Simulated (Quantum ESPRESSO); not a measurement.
**CuCl2 under changes of volume**

One of the cells (29.413 Å³/atom); the others are scaled copies at fixed shape and fractional positions:

```
Cu Cl
1.0
     4.52065    0.00000    0.00000
     0.00000    4.52065    0.00000
     0.00000    0.00000    4.31771
Cu Cl
1 2
Cartesian
  0.0000 0.0000 0.0000
  0.0000 2.2603 0.0000
  2.2603 0.0000 0.0000
```

Measurements of this composition are mostly on another form, of space group No. 12.

| Property | Result |
| --- | --- |
| Program | Quantum ESPRESSO 7.5 |
| Functional | PBEsol |
| Potentials or basis | GBRV 1.5 PBEsol |
| Cutoff | 762 eV |
| Density cutoff | 6095 eV |
| k mesh | 6 × 6 × 6 |
| Occupations | fermi-dirac, width 0.05 eV |
| Spin | no spin polarisation |

```csv
volume (Å³/atom),energy over the lowest point (meV/atom),pressure (GPa)
27.648,1.04,0.6
28.236,0.00,-0.2
28.824,1.95,-1.0
29.413,?,?
30.001,13.51,-2.3
30.589,22.52,-2.8
31.177,33.36,-3.2
```

Q: What does the run at 29.413 Å³/atom give?

A: Energy over the lowest point 6.56 meV/atom; pressure -1.7 GPa.

Worked out: A Birch-Murnaghan fit of order 3 (a polynomial in V^(-2/3)) to the other rows has its minimum at 28.14 Å³/atom with B0 = V·E''(V) = 40 GPa and B' = 4.9 at fixed shape and positions, which overstates the stiffness. It gives 6.56 meV/atom at 29.413 Å³/atom, against the run's 6.56, and -dE/dV = -1.6 GPa, against -1.7.

Energies are extrapolated to zero smearing.

Caveats: this functional lacks dispersion, which binds the layers, so the pressure and a relaxed spacing across them are unreliable; an odd number of electrons without spin polarisation forces a metal; a magnetic or distorted state may lie lower; the run has no spin polarisation, though such a crystal can be magnetic.
